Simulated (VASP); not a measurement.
TiSe2: single point with PBE+D3(BJ)

The system is TiSe2.

```
Ti Se
1.0
     3.48071    0.00000    0.00000
    -1.74036    3.01439    0.00000
     0.00000    0.00000    5.87316
Ti Se
1 2
Cartesian
  0.0000 0.0000 0.0000
  0.0000 2.0096 1.5544
  1.7404 1.0048 4.3187
```

```yaml
Program: VASP 6.6.1
Task: single point
Functional: PBE
Dispersion: D3(BJ)
Potentials_or_basis: VASP PAW PBE potentials, release 64 (Ti_sv, Se)
Cutoff: 520 eV
k_mesh: 15 × 15 × 8
Occupations: gaussian, width 0.1 eV
Spin: no spin polarisation
Dipole_correction: no
Further_INCAR_settings: ALGO = Fast; EDIFF = 1e-06; NBANDS = 19
```

* Pressure: 0.1 GPa
* Largest force: 0.015 eV/Å
* Band gap on the k mesh: none (metal or under the smearing width)
* Dispersion energy per atom: -0.450 eV

Forces on the atoms (eV/Å):
```
Ti   0.000  0.000  0.000
Se   0.000  0.000  0.015
Se   0.000  0.000 -0.015
```

Levels at points of the mesh, in eV from the Fermi level:
| k point | band 9 | band 10 | band 11 | band 12 | band 13 | band 14 | band 15 | band 16 |
| --- | --- | --- | --- | --- | --- | --- | --- | --- |
| (0.00, 0.00, 0.00) | -2.23 | 0.36 | 0.52 | 0.52 | 0.58 | 0.63 | 0.63 | 3.31 |
| (0.00, 0.00, 0.50) | -2.15 | -2.15 | 0.31 | 0.31 | 0.50 | 0.50 | 1.28 | 3.76 |

Run time: 9.2 min on 1 thread of AMD EPYC 7R13 Processor (Zen 3) (shared host), peak memory 0.33 GiB.

Caveat: pairwise dispersion overbinds metals, which lowers pressure and volume.
